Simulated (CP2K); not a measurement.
The system is TaN.

```
Ta N
1.0
     3.12728    0.00000    0.00000
     1.56364    2.70831    0.00000
     1.56364    0.90277    2.55342
Ta N
1 1
Direct
  0.50000 0.50000 0.50000
  0.00000 0.00000 0.00000
```

The cell comes from a database or a generator and needn't be the stable form of this composition.

Base run:

* Program: CP2K 2026.2
* Functional: r2SCAN
* Potentials or basis: POTENTIAL_UZH Ta GTH-PBE-q13, N GTH-PBE-q5; TZVP-MOLOPT-PBE-GTH basis
* Density cutoff: 9184 eV
* k mesh: 10 × 10 × 10
* Occupations: fermi-dirac, width 0.05 eV
* Spin: no spin polarisation

Its results: band gap on the k mesh none (metal or under the smearing width); pressure -8.6 GPa.

Question: The run is repeated on the same cell with these changes: functional from r2SCAN to PBEsol. What comes out?

Answer: Band gap on the k mesh none (metal or under the smearing width); pressure -13.2 GPa.

Caveats: the potentials were made for another functional, which shifts forces and pressure; the basis of atomic orbitals isn't converged, which shifts pressures, moduli and gaps.
